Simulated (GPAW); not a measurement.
Write an ASE script for GPAW 26.7.0 that does the following.

```
Task                : single point
Functional          : PBE
Potentials or basis : GPAW PAW data sets (gpaw-data 1.2.1)
Cutoff              : 800 eV
Basis               : pw
k mesh              : 10 × 10 × 10
Occupations         : fermi-dirac, width 0.05 eV
Spin                : no spin polarisation
Maxiter             : 150
```

The structure of ZrN lies in POSCAR:

```
ZrN
1.0
    0.0000000000      2.3000000000      2.3000000000
    2.3000000000      0.0000000000      2.3000000000
    2.3000000000      2.3000000000      0.0000000000
Zr N
1 1
Direct
    0.4990760000      0.5041850000      0.4978280000
    0.0004270000     -0.0045650000      0.0064170000
```

The cell isn't the ideal one: atoms moved at random, drawn with an rms of 0.05 Å.

These files were run (other wordings do the same):

run.py

```python
from ase.dft.bandgap import bandgap
from ase.io import read, write
from ase.units import GPa
from gpaw import GPAW, PW

atoms = read('POSCAR')

calc = GPAW(mode=PW(800),
            xc='PBE',
            kpts={'size': (10, 10, 10), 'gamma': True},
            occupations={'name': 'fermi-dirac', 'width': 0.05},
            nbands=19,
            convergence={'density': 1e-05, 'energy': 1e-05},
            maxiter=150,
            txt='gpaw.txt')
atoms.calc = calc
energy = atoms.get_potential_energy()
forces = atoms.get_forces()
stress = atoms.get_stress()
calc.write('gs.gpw')
write('result.traj', atoms)
print(f'Energy: {energy:.6f} eV')
print('Forces (eV/A):')
print(forces.round(4))
print('Stress (GPa):', (stress / GPa).round(3))
print('Fermi level:', round(calc.get_fermi_level(), 4), 'eV')
print(f'Gap: {bandgap(calc)[0]:.4f} eV, direct: {bandgap(calc, direct=True)[0]:.4f} eV')
```

Potentials or basis: GPAW PAW data sets (gpaw-data 1.2.1), pw.

The run is started by

```sh
$ OMP_NUM_THREADS=1 python run.py
```

It gave:

The pressure is -2.7 GPa. The largest force is 0.273 eV/Å. The band gap on the k mesh is none (metal or under the smearing width).

It took 4.8 min on 1 thread of Arm Neoverse V1, on a shared host, peak memory 0.48 GiB.
